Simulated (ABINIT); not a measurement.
A run of ABINIT 10.8.3 (patched build) is set up as follows.

File run.abi:

```
# Datasets: ground state, then fixed potential
ndtset 2

# Pseudopotentials
pp_dirpath "./"
pseudos "Zr.GGA_PBE-JTH.xml, C.GGA_PBE-JTH.xml"

# Structure
acell 3*1.0 Angstrom
rprim
     0.0000000000     2.3650000000     2.3650000000
     2.3650000000     0.0000000000     2.3650000000
     2.3650000000     2.3650000000     0.0000000000
ntypat 2
znucl 40 6
natom 2
typat 1 2
xred
     0.5000000000     0.5000000000     0.5000000000
     0.0000000000     0.0000000000     0.0000000000

# Plane-wave basis
ecut 517.016339 eV
pawecutdg 38.0

# Exchange and correlation
ixc -120135

# Bands and occupations
occopt 3
tsmear 0.00183747

# SCF cycle
nstep 100

# Output
iomode 3
prtwf 0
prteig 0
prtebands 0
enunit 1
prtden1 1
prtvha1 1
prtvclmb1 1
prtpot1 1

# Dataset 1
kptopt1 1
ngkpt1 10 10 10
nshiftk1 1
shiftk1 0.0 0.0 0.0
nband1 12
tolvrs1 1.0e-9

# Dataset 2: bands along G-X-W-K-G-L-U-W-L-K
iscf2 -2
getden2 1
nband2 18
nbdbuf2 4
tolwfr2 1.0e-11
kptopt2 -9
ndivsm2 5
prteig2 1
prtvol2 -3
kptbounds2
     0.0000000000     0.0000000000     0.0000000000
     0.5000000000     0.0000000000     0.5000000000
     0.5000000000     0.2500000000     0.7500000000
     0.3750000000     0.3750000000     0.7500000000
     0.0000000000     0.0000000000     0.0000000000
     0.5000000000     0.5000000000     0.5000000000
     0.6250000000     0.2500000000     0.6250000000
     0.5000000000     0.2500000000     0.7500000000
     0.5000000000     0.5000000000     0.5000000000
     0.3750000000     0.3750000000     0.7500000000
```

Potentials or basis: JTH PAW PBE v2.0.

Run with:

```sh
$ abinit run.abi > log 2>&1
```

**Question.** What does it give for the pressure?

**Answer.** -9.3 GPa.

**Question.** Predict the band gap on the k mesh.

**Answer.** None (metal or under the smearing width).

Levels at the corners of the path, in eV from the Fermi level:
```
point  band 4  band 5  band 6  band 7  band 8  band 9  band 10  band 11  band 12  band 13
    Γ  -25.82  -11.22    0.94    0.94    0.94    1.05     1.05     1.05     2.74     2.74
    X  -26.09  -10.00   -2.12   -1.78    0.04    0.04     4.36     5.54     5.54     7.82
    W  -26.11   -9.33   -2.61   -2.37   -2.37    3.22     3.22     5.55     6.86     6.93
    K  -26.02   -9.40   -3.05   -2.33   -1.55    1.45     4.77     5.28     7.21     7.34
    Γ  -25.82  -11.22    0.94    0.94    0.94    1.05     1.05     1.05     2.74     2.74
    L  -25.89   -8.17   -5.28   -2.88   -2.88    4.40     4.40     5.21     6.34     9.95
    U  -26.02   -9.40   -3.05   -2.33   -1.55    1.45     4.77     5.28     7.21     7.34
    W  -26.11   -9.33   -2.61   -2.37   -2.37    3.22     3.22     5.55     6.86     6.93
    L  -25.89   -8.17   -5.28   -2.88   -2.88    4.40     4.40     5.21     6.34     9.95
    K  -26.02   -9.40   -3.05   -2.33   -1.55    1.45     4.77     5.28     7.21     7.34
```

Caveat: the PAW data sets were made with another functional, which shifts forces and pressure a little.
